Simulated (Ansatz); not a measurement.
Input and command of a calculation in Ansatz (plane waves; scalar-relativistic PAW potentials unless the input names others):

```yaml
crystal:
  lattice:
    - [-3.816551681, 0.0, 0.0]
    - [-1.9082758405, -3.3052307106, 0.0]
    - [-1.1449655043, 0.0, 14.8290392674]
  atoms:
    - { symbol: "N", position: [0.0596848932, 0.3333333333, 0.9121614671] }
    - { symbol: "N", position: [0.2096848932, 0.3333333333, 0.4121614671] }
    - { symbol: "N", position: [0.0819817735, 0.3333333333, 0.8378385329] }
    - { symbol: "N", position: [0.2319817735, 0.3333333333, 0.3378385329] }
    - { symbol: "N", position: [0.6180182265, 0.6666666667, 0.1621614671] }
    - { symbol: "N", position: [0.4680182265, 0.6666666667, 0.6621614671] }
    - { symbol: "N", position: [0.6403151068, 0.6666666667, 0.0878385329] }
    - { symbol: "N", position: [0.4903151068, 0.6666666667, 0.5878385329] }
basis:
  ecutwfc: 420
kpoints:
  mp_grid: { grid: [7, 7, 2] }
hamiltonian:
  xc: pbe
  dispersion: d3bj
scf:
  occupations: { method: tetrahedron }
  mixing: { algorithm: broyden, beta: 0.05, ndim: 8 }
output:
  forces: true
  eigenvalues: true
  stress: true
```

```bash
ansatz run input.yaml --threads 2 --pin off --max-ram 5120MiB --backend cpu --events-out ev --progress --plain --runs-dir out
```

Abridged log:
```
Warning: output.forces, output.stress, relax.cell or npt_langevin: where a Kohn–Sham band that disperses or a degenerate level is filled in part under the method tetrahedron, the forces or the stress that this run publishes need not agree with its energy (scf.occupations.method in the input reference, under Limitations); prefer a smearing scheme for the forces or the stress
Basis set: ecut = 420 eV, 3657 PW (Γ), exchange–correlation on 54×54×200 points (8 copies of the dense FFT grid, shifted against one another)
Bands: 28, of which v1, the nominal top of the filled ones, is band 20 counted from 1 (19 counted from 0)
Symmetry: 2 space group operations
k-points: 50 of 98
SCF iter   1: F=—  HF=-3072.457939 eV  |F-HF|=—  |Δ(HF+E_count)|=         —  Δρ=4.46e-3  dr2=4.09e-2  ethr=1.77e-3  ⟨swp⟩=5.7  Hψ=6156  notcnv=0
SCF iter   2: F=—  HF=-3072.460507 eV  |F-HF|=—  |Δ(HF+E_count)|=   2.57e-3  Δρ=4.15e-3  dr2=3.55e-2  ethr=1.02e-4  ⟨swp⟩=1.0  Hψ=1800  notcnv=0  defer=40  κ⁻¹=1.0e0(r=1)
SCF iter   3: F=—  HF=-3072.473428 eV  |F-HF|=—  |Δ(HF+E_count)|=   1.29e-2  Δρ=1.68e-3  dr2=4.85e-3  ethr=8.88e-5  ⟨swp⟩=2.8  Hψ=2485  notcnv=0  defer=40  κ⁻¹=1.8e-3(r=2)
SCF iter   4: F=—  HF=-3072.473529 eV  |F-HF|=—  |Δ(HF+E_count)|=   1.00e-4  Δρ=1.55e-3  dr2=3.71e-3  ethr=1.21e-5  ⟨swp⟩=2.0  Hψ=1626  notcnv=0  defer=87  κ⁻¹=1.1e-3(r=3)
SCF iter   5: F=—  HF=-3072.473723 eV  |F-HF|=—  |Δ(HF+E_count)|=   1.94e-4  Δρ=1.02e-3  dr2=1.28e-3  ethr=9.27e-6  ⟨swp⟩=2.2  Hψ=2432  notcnv=0  defer=88  κ⁻¹=6.5e-5(r=4)
SCF iter   6: F=—  HF=-3072.473814 eV  |F-HF|=—  |Δ(HF+E_count)|=   9.10e-5  Δρ=1.07e-3  dr2=1.43e-3  ethr=3.19e-6  ⟨swp⟩=1.0  Hψ=1312  notcnv=0  defer=88  κ⁻¹=7.0e-6(r=5)
SCF iter   7: F=—  HF=-3072.473475 eV  |F-HF|=—  |Δ(HF+E_count)|=   3.39e-4  Δρ=3.43e-4  dr2=2.13e-4  ethr=3.19e-6  ⟨swp⟩=2.5  Hψ=2457  notcnv=0  defer=88  κ⁻¹=4.9e-6(r=6)
SCF iter   8: F=—  HF=-3072.473502 eV  |F-HF|=—  |Δ(HF+E_count)|=   2.72e-5  Δρ=1.52e-4  dr2=1.21e-5  ethr=5.33e-7  ⟨swp⟩=2.8  Hψ=2390  notcnv=0  defer=88  κ⁻¹=2.5e-6(r=7)
SCF iter   9: F=—  HF=-3072.473502 eV  |F-HF|=—  |Δ(HF+E_count)|=   2.56e-7  Δρ=1.47e-4  dr2=1.13e-5  ethr=3.03e-8  ⟨swp⟩=1.6  Hψ=1467  notcnv=0  defer=88  κ⁻¹=4.4e-7(r=8)
SCF iter  10: F=—  HF=-3072.473525 eV  |F-HF|=—  |Δ(HF+E_count)|=   2.30e-5  Δρ=6.99e-5  dr2=4.56e-6  ethr=2.82e-8  ⟨swp⟩=3.4  Hψ=2636  notcnv=0  defer=88  κ⁻¹=5.1e-7(r=8)
SCF iter  11: F=—  HF=-3072.473530 eV  |F-HF|=—  |Δ(HF+E_count)|=   5.26e-6  Δρ=1.39e-5  dr2=2.28e-7  ethr=1.14e-8  ⟨swp⟩=3.4  Hψ=2526  notcnv=0  defer=88  κ⁻¹=2.6e-7(r=8)
SCF iter  12: F=—  HF=-3072.473530 eV  |F-HF|=—  |Δ(HF+E_count)|=   1.59e-8  Δρ=1.12e-5  dr2=1.66e-7  ethr=2.50e-10  ⟨swp⟩=6.0  Hψ=5121  notcnv=0  κ⁻¹=2.6e-7(r=8)
SCF iter  13: F=-3072.473530 eV  HF=-3072.473530 eV  |F-HF|=1.57e-8  |Δ(HF+E_count)|=   5.21e-8  Δρ=6.34e-6  dr2=5.43e-8  ethr=2.50e-10  ⟨swp⟩=3.0  Hψ=6056  notcnv=0
SCF 1 converged in 13 iterations: F = -3072.473530 eV  dr2 = 5.43e-8
SCF converged after 13 iterations
Stability not checked: this state was not tested for a lower state beside it, because cold or Methfessel-Paxton smearing, or corrected tetrahedra, fill the levels in a way that the test cannot read (fill_not_monotonic; see scf.lower_state_search)
Free energy (F): -3072.473530 eV
Harris-Foulkes:  -3072.473530 eV  (|F-HF|=1.57e-8)
Internal energy: -3072.473530 eV  (E = F + TS)
E sigma→0 (E₀):  -3072.473530 eV
Fermi energy:    -5.510143 eV
  E_disp       = -0.413466  (pairwise vdW)
--- Forces (eV/Å), atoms counted from 1 ---
  atom   1  N     -0.07600139     0.10776087    -0.10967045
  atom   2  N      0.00011517    -0.00001868    -0.00352519
  atom   3  N      0.01477562    -0.02113233    -0.02136965
  atom   4  N     -0.00022206     0.00004727     0.00346670
  atom   5  N     -0.01477562     0.02113233     0.02136965
  atom   6  N      0.00022206    -0.00004727    -0.00346670
  atom   7  N      0.07600139    -0.10776087     0.10967045
  atom   8  N     -0.00011517     0.00001868     0.00352519
--- Stress (GPa, compression-positive) ---
       -0.020290      -0.067051       0.107592
       -0.067051       0.032976      -0.153159
        0.107592      -0.153159       0.369913
  P = ⅓ Tr σ = 0.1275 GPa (1.275 kbar)
```

Apart from outputs and empty bands, the input differs from a reference run on usual settings in scf.occupations.width: 0.05 → not typed; scf.occupations.method: "gaussian" → "tetrahedron"; scf.mixing.algorithm: not typed → "broyden"; scf.mixing.beta: not typed → 0.05; scf.mixing.ndim: not typed → 8. The reference, at the same geometry (not necessarily relaxed), gave pressure 0.13 GPa, largest force 0.171 eV/Å, gap on the mesh 6.99 eV. This run converged in 13 SCF iterations (reference: 7) with an energy at zero smearing within 0.01 meV/atom of the reference's, pressure 0.13 GPa, largest force 0.172 eV/Å, gap on the mesh 6.99 eV.

The run took 10 s on 2 threads of Arm Neoverse V1, with other jobs on the host, peak memory 0.5 GiB.